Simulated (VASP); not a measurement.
Crystal: Mo.

```xyz
1
Lattice="-1.5838 1.5838 1.5838 1.5838 -1.5838 1.5838 1.5838 1.5838 -1.5838" Properties=species:S:1:pos:R:3 pbc="T T T"
Mo    0.0000    0.0000    0.0000
```

```yaml
Program: VASP 6.6.1
Task: relaxation of cell and atoms
Functional: SCAN
Potentials_or_basis: VASP PAW PBE potentials, release 64 (Mo_sv)
Cutoff: 600 eV
k_mesh: 12 × 12 × 12
Occupations: fermi-dirac, width 0.05 eV
Spin: no spin polarisation
```

At the start: pressure -5.4 GPa; volume 15.89 Å³/atom.

**Question.** Where does the relaxation end?

**Answer.** Over 4 steps the energy falls by 5.3 meV/atom and the volume is 15.58 Å³/atom (-2.0 %); space group Im-3m (No. 229, to 0.05 Å).

The path:
| step | energy change (eV) | largest force (eV/Å) | pressure (GPa) | volume (Å³) |
| --- | --- | --- | --- | --- |
| 1 | 0.0000 | 0.0000 | -5.35 | 15.89 |
| 2 | 0.0423 | 0.0000 | 18.28 | 14.70 |
| 3 | -0.0053 | 0.0000 | -0.12 | 15.59 |
| 4 | -0.0053 | 0.0000 | -0.01 | 15.58 |

Final structure:
```cif
data_structure
_symmetry_space_group_name_H-M 'P 1'
_symmetry_Int_Tables_number 1
_cell_length_a 2.7251
_cell_length_b 2.7251
_cell_length_c 2.7251
_cell_angle_alpha 109.471
_cell_angle_beta 109.471
_cell_angle_gamma 109.471
_cell_volume 15.58
loop_
_atom_site_label
_atom_site_type_symbol
_atom_site_fract_x
_atom_site_fract_y
_atom_site_fract_z
_atom_site_occupancy
Mo1 Mo 0.00000 0.00000 0.00000 1
```

Caveat: the PAW data sets were made with another functional, which shifts forces and pressure a little.
